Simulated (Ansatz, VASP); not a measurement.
C in VASP and in Ansatz

```
CELL_PARAMETERS angstrom
0.00000 1.78340 1.78340
1.78340 0.00000 1.78340
1.78340 1.78340 0.00000
ATOMIC_POSITIONS crystal
C 0.50000 0.50000 0.50000
C 0.75000 0.75000 0.75000
```

This isn't the form of C at room conditions, which is graphite.

Alike in both runs: task relaxation of cell and atoms; functional r2SCAN; k mesh 12 × 12 × 12; occupations gaussian, width 0.02 eV; no spin polarisation.

```csv
,VASP,Ansatz
version,VASP 6.6.1,Ansatz 0.2.0
potentials or method,"VASP PAW PBE potentials, release 64 (C)","scalar-relativistic, plane waves, PAW"
plane-wave cutoff (eV),600,500
valence electrons in the cell,8,8
```

```tsv
	VASP	Ansatz	Ansatz less VASP
gap on the k mesh at the Fermi level, each at its own relaxed structure (eV)	4.35	4.39	+0.031
relaxed volume (Å³/atom)	5.65	5.64	-0.004
relaxed cell length with the largest relative difference (Å)	2.518	2.518	-0.0006
```

Caveats: the PAW data sets were made with another functional, which shifts forces and pressure a little (VASP).
